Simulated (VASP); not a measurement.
## O: single point with PBE+D3(BJ)

O:

```
CELL_PARAMETERS angstrom
6.33136 0.00000 0.00000
0.00000 6.33136 0.00000
0.00000 0.00000 6.33136
ATOMIC_POSITIONS crystal
O 0.06029 0.04956 0.73997
O 0.03480 0.94666 0.57569
O 0.66616 0.54409 0.39554
O 0.51123 0.62045 0.30965
O 0.23605 0.43428 0.59139
O 0.32908 0.58648 0.67908
O 0.87468 0.15202 0.20103
O 0.70989 0.05481 0.20451
O 0.52714 0.18421 0.77585
O 0.61396 0.01943 0.72141
O 0.89354 0.67974 0.02417
O 0.90642 0.60232 0.85244
```

The cell was built by a generator and needn't be a form met in nature.

```
Program             : VASP 6.6.1
Task                : single point
Functional          : PBE
Dispersion          : D3(BJ)
Potentials or basis : VASP PAW PBE potentials, release 64 (O)
Cutoff              : 520 eV
k mesh              : 1 × 1 × 1
Occupations         : fermi-dirac, width 0.05 eV
Spin                : collinear spin, typed start
Starting moments    : [1.0, 1.0, 1.0, 1.0, 1.0, 1.0, 1.0, 1.0, 1.0, 1.0, 1.0, 1.0] μB
```

| Quantity | Value |
| --- | --- |
| Pressure | 1.7 GPa |
| Largest force | 3.039 eV/Å |
| Band gap on the k mesh | 1.43 eV, direct |
| Net moment | 12.00 μB per cell |
| Site moments | O +0.81, +0.82, +0.80 μB |
| Valence electrons inside the program's atomic spheres | O 4.88, 4.91, 4.86, 4.92, 4.90, 4.95 |
| Dispersion energy per atom | -0.037 eV |

Forces on the atoms (eV/Å):
```
O   -0.024 -0.269 -0.334
O    0.178  0.245  0.278
O    0.702 -0.317  0.364
O   -0.496  0.384 -0.651
O    0.666  1.475  0.704
O   -0.941 -1.363 -0.522
O    1.428  0.879 -0.100
O   -1.425 -0.754  0.103
O    0.027  0.098  0.181
O   -0.045 -0.216 -0.084
O   -0.146  1.200  2.777
O    0.076 -1.362 -2.716
```

Stress tensor (GPa, compression positive):
```
 2.14 -0.46 -0.86
-0.46  0.58 -0.19
-0.86 -0.19  2.51
```

Levels at points of the mesh, in eV from the valence-band top:
Spin up:
| k point | band 40 | band 41 | band 42 | band 43 | band 44 | band 45 |
| --- | --- | --- | --- | --- | --- | --- |
| (0.00, 0.00, 0.00) | -0.16 | -0.06 | 0.00 | 6.26 | 7.58 | 7.97 |
Spin down:
| k point | band 28 | band 29 | band 30 | band 31 | band 32 | band 33 |
| --- | --- | --- | --- | --- | --- | --- |
| (0.00, 0.00, 0.00) | -4.48 | -4.37 | -4.11 | 1.43 | 1.57 | 1.63 |

It took 22 s on 1 thread of Intel(R) Xeon(R) 6975P-C (Granite Rapids), on a shared host, peak memory 0.37 GiB.

Caveat: the standard files for N, O and F lose accuracy on very short bonds. Expect the measured gap to be larger: semilocal functionals such as PBE lack the derivative discontinuity.
